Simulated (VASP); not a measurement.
# Tl (P6_3/mmc) in VASP: further runs

One crystal, Tl, is run at these levels: PBEsol; tasks: single point.

Everything below comes from runs of VASP 6.6.1. Logs are shortened: lines on timing, memory, paths and dates and some standing lists are left out, and cuts for length are marked.

## 1. The structure

Symmetry: P6_3/mmc, No. 194, hexagonal system. Conventional cell: a = 3.456 Å, b = 3.456 Å, c = 5.525 Å, α = 90.00°, β = 90.00°, γ = 120.00°. Tl (site symmetry -6m2) is surrounded by 12 Tl at 3.41 to 3.46 Å.

## 2. Single point, PBEsol

The input, INCAR:

```
PREC = Accurate ; ENCUT = 450
EDIFF = 1E-6 ; ISMEAR = 1
SIGMA = 0.2 ; LREAL = False
LASPH = True ; NELM = 100
ALGO = Normal ; ISIF = 2
LWAVE = False ; LCHARG = False
GGA = PS ; NBANDS = 20
ADDGRID = False
```

The input, KPOINTS:

```
regular mesh
0
Gamma
  13 13 7
```

The input, POSCAR:

```
Tl
1.0
    3.4560000000      0.0000000000      0.0000000000
   -1.7280000000      2.9929837955      0.0000000000
    0.0000000000      0.0000000000      5.5250000000
Tl
2
Direct
    0.6666666667      0.3333333333      0.7500000000
    0.3333333333      0.6666666667      0.2500000000
```

Potentials or basis: VASP PAW PBE potentials, release 64 (Tl_d).

Run with:

```bash
cat potpaw_PBE.64/Tl_d/POTCAR > POTCAR
mpirun -np 1 vasp_std > vasp.out
```

OUTCAR:

```text
PREC = Accurate
   ENCUT = 450
   EDIFF = 1E-6
   ISMEAR = 1
   LREAL = False
   LASPH = True
   NELM = 100
   ISIF = 2
   GGA = PS

 Found     84 irreducible k-points:

 Following reciprocal coordinates:
            Coordinates               Weight
  0.000000  0.000000  0.000000      1.000000
  0.076923  0.000000  0.000000      6.000000
  0.153846  0.000000  0.000000      6.000000
  0.230769  0.000000  0.000000      6.000000
  0.307692  0.000000  0.000000      6.000000
  0.384615 -0.000000  0.000000      6.000000
   k-points           NKPTS =     84   k-points in BZ     NKDIM =     84   number of bands    NBANDS=     20
   number of dos      NEDOS =    301   number of ions     NIONS =      2
   total plane-waves  NPLWV =  23040
   dimension x,y,z NGX =    24 NGY =   24 NGZ =   40
   dimension x,y,z NGXF=    48 NGYF=   48 NGZF=   80
   ions per type =               2
   NGX,Y,Z   is equivalent  to a cutoff of  11.54, 11.54, 12.04 a.u.
   NGXF,Y,Z  is equivalent  to a cutoff of  23.09, 23.09, 24.07 a.u.
 SYSTEM =  unknown system
   PREC   = accura    normal or accurate (medium, high low for compatibility)
   ISTART =      0    job   : 0-new  1-cont  2-samecut
   ICHARG =      2    charge: 1-file 2-atom 10-const
   ISPIN  =      1    spin polarized calculation?
   LNONCOLLINEAR =      F non collinear calculations
   LSORBIT =      F    spin-orbit coupling
   LASPH  =      T    aspherical Exc in radial PAW
   ENCUT  =  450.0 eV  33.07 Ry    5.75 a.u.   5.98  5.98  9.56*2*pi/ulx,y,z
   NELM   =    100;   NELMIN=  2; NELMDL= -5     # of ELM steps
   EDIFF  = 0.1E-05   stopping-criterion for ELM
   LREAL  =      F    real-space projection
   EDIFFG = 0.1E-04   stopping-criterion for IOM
   NSW    =      0    number of steps for IOM
   IBRION =     -1    ionic relax: 0-MD 1-quasi-New 2-CG
   NFREE  =      0    steps in history (QN), initial steepest desc. (CG)
   ISIF   =      2    stress and relaxation
   ISYM   =      2    0-nonsym 1-usesym 2-fastsym
   POTIM  = 0.5000    time-step for ionic-motion
   TEBEG  =    0.0;   TEEND  =   0.0 temperature during run
   PSTRESS=    0.0 pullay stress
   NELECT =      26.0000    total number of electrons
   NUPDOWN=      -1.0000    fix difference up-down
   EMIN   =  10.00;   EMAX   =-10.00  energy-range for DOS
   EFERMI =   0.00;   METHOD = LEGACY
   ISMEAR =     1;   SIGMA  =   0.20  broadening in eV -4-tet -1-fermi 0-gaus
   EFERMI_NEDOS =   21; number of points for ismear=-14 and -15
   IALGO  =     38    algorithm
   IMIX   =      4    mixing-type and parameters
     AMIX     =   0.40;   BMIX     =  1.00
     AMIX_MAG =   1.60;   BMIX_MAG =  1.00
  volume/ion in A,a.u.               =      28.57       192.83
  Fermi-wavevector in a.u.,A,eV,Ry     =   1.259107  2.379366 21.569987  1.585349
  Thomas-Fermi vector in A             =   2.392683
   LORBIT       =      0    0 simple, 1 ext, 2 COOP (PROOUT), +10 PAW based schemes
   GGA     = PS    functional components
   LHFCALC =     F    Hartree Fock is set to
   AEXX    =    0.0000 exact exchange contribution
   IVDW    =     0    specifies the selected vdW correction
   LEPSILON=     F    determine dielectric tensor
   LRPA    =     F    only Hartree local field effects (RPA)
 non-spin polarized calculation
 Methfessel and Paxton  Order N= 1 SIGMA  =   0.20
  energy-cutoff  :      450.00
  volume of cell :       57.15
 maximum number of plane-waves:      1259
 NGX is ok and might be reduce to    24
   NGX = 11   NGY = 11   NGZ = 19

 number of electron      25.9999996 magnetization

 Free energy of the ion-electron system (eV)
  ---------------------------------------------------
  ext. energy  EPLUGINS =         0.00000000
  ---------------------------------------------------
  free energy    TOTEN  =        -5.26332475 eV

  energy without entropy =       -5.26280069  energy(sigma->0) =       -5.26315006

 E-fermi :   6.3966     XC(G=0): -10.3703

 val. band max:        6.3277629168   @ k =   0.3846   0.0769   0.2857
 cond. band min:       6.4074303292   @ k =   0.3077   0.0000   0.2857
 fundamental gap:      0.0796674124
 Fermi energy:         6.3966071744

 k-point     1 :       0.0000    0.0000    0.0000
  band No.  band energies     occupation
      1      -5.3575      2.00000
      2      -5.1220      2.00000
      3      -5.1000      2.00000
      4      -5.1000      2.00000
      5      -5.0458      2.00000
      6      -5.0458      2.00000
[... 12 lines left out ...]
     19      17.1978      0.00000
     20      17.3060      0.00000

 k-point     2 :       0.0769    0.0000    0.0000
  band No.  band energies     occupation
      1      -5.3368      2.00000
      2      -5.1484      2.00000
      3      -5.0744      2.00000
      4      -5.0686      2.00000
      5      -5.0474      2.00000
      6      -5.0219      2.00000
[... 12 lines left out ...]
     19      17.3273      0.00000
     20      17.7927      0.00000

 k-point     3 :       0.1538    0.0000    0.0000
  band No.  band energies     occupation
      1      -5.3076      2.00000
      2      -5.1653      2.00000
      3      -5.0648      2.00000
      4      -5.0430      2.00000
      5      -5.0262      2.00000
      6      -5.0028      2.00000
[... 12 lines left out ...]
     19      16.8236      0.00000
     20      18.3148      0.00000

 k-point     4 :       0.2308    0.0000    0.0000
  band No.  band energies     occupation
      1      -5.3365      2.00000
      2      -5.1522      2.00000
      3      -5.1148      2.00000
      4      -5.0662      2.00000
      5      -5.0579      2.00000
      6      -4.9193      2.00000
[... 12 lines left out ...]
     19      16.2452      0.00000
     20      17.5598      0.00000

 k-point     5 :       0.3077    0.0000    0.0000
  band No.  band energies     occupation
      1      -5.3931      2.00000
      2      -5.1996      2.00000
      3      -5.1813      2.00000
      4      -5.1055      2.00000
      5      -5.0002      2.00000
      6      -4.8649      2.00000
[... 12 lines left out ...]
     19      15.5249      0.00000
     20      16.8841      0.00000

 k-point     6 :       0.3846   -0.0000    0.0000
  band No.  band energies     occupation
      1      -5.4429      2.00000
      2      -5.2736      2.00000
      3      -5.2184      2.00000
      4      -5.1363      2.00000
      5      -4.9483      2.00000
      6      -4.9062      2.00000
[... 12 lines left out ...]
     19      14.9546      0.00000
     20      16.4250      0.00000

 [... further k-points ...]
[... 5 lines left out ...]
  --------------------------------------------------------------------------------------
  -------------------------------------------------------------------------------------
  Total        0.1507305      0.1507305     -0.2839603      0.0000000     -0.0000000      0.0000000
  in kB        4.2257273      4.2257273     -7.9608198      0.0000000     -0.0000000      0.0000000
  external PRESSURE =       0.1635449 kB  Pullay stress =       0.0000000 kB

 VOLUME and BASIS-vectors are now :
 -----------------------------------------------------------------------------
  energy-cutoff  :      450.00
  volume of cell :       57.15
      direct lattice vectors                 reciprocal lattice vectors
     3.456000000  0.000000000  0.000000000     0.289351852  0.167057370  0.000000000
    -1.728000000  2.992983795  0.000000000     0.000000000  0.334114739  0.000000000
     0.000000000  0.000000000  5.525000000     0.000000000  0.000000000  0.180995475

 POSITION                                       TOTAL-FORCE (eV/Angst)
 -----------------------------------------------------------------------------------
      1.72800      0.99766      4.14375         0.000000      0.000000      0.000000
     -0.00000      1.99532      1.38125        -0.000000     -0.000000      0.000000
 -----------------------------------------------------------------------------------
    total drift:                               -0.000000      0.000000     -0.000000

  FREE ENERGIE OF THE ION-ELECTRON SYSTEM (eV)
  ---------------------------------------------------
  free  energy   TOTEN  =        -5.2633247484 eV

  energy  without entropy=       -5.2628006867  energy(sigma->0) =       -5.26315006
```

It took 25 s on 1 thread of AMD EPYC 9R45 (Zen 5), shared host; peak memory 0.17 GiB.

The run converged, but some of its settings lie outside the range that counts as converged, so its numbers aren't taken as properties of the crystal.

Results:

* Free energy: -5.2633 eV
* Pressure: 0.0 GPa
* Band gap on the k mesh: none (metal or under the smearing width)

Caveat: the PAW data sets were made with another functional, which shifts forces and pressure a little.

## 3. Single point, PBEsol

Edit INCAR of step 2 so:

```diff
@@ -2,3 +2,3 @@
 EDIFF = 1E-6 ; ISMEAR = 1
-SIGMA = 0.2 ; LREAL = False
+SIGMA = 0.05 ; LREAL = False
 LASPH = True ; NELM = 100
```

KPOINTS is that of step 2.

POSCAR is that of step 2.

Potentials or basis: VASP PAW PBE potentials, release 64 (Tl_d).

Run with:

```bash
cat potpaw_PBE.64/Tl_d/POTCAR > POTCAR
mpirun -np 1 vasp_std > vasp.out
```

Wall time 24 s (1 thread of AMD EPYC 9R45 (Zen 5), shared host); peak memory 0.16 GiB.

The run converged, but some of its settings lie outside the range that counts as converged, so its numbers aren't taken as properties of the crystal.

What came out:

```yaml
Free_energy: -5.2637 eV
Pressure: 0.1 GPa
Band_gap_on_the_k_mesh: none (metal or under the smearing width)
```

Caveat: the PAW data sets were made with another functional, which shifts forces and pressure a little.
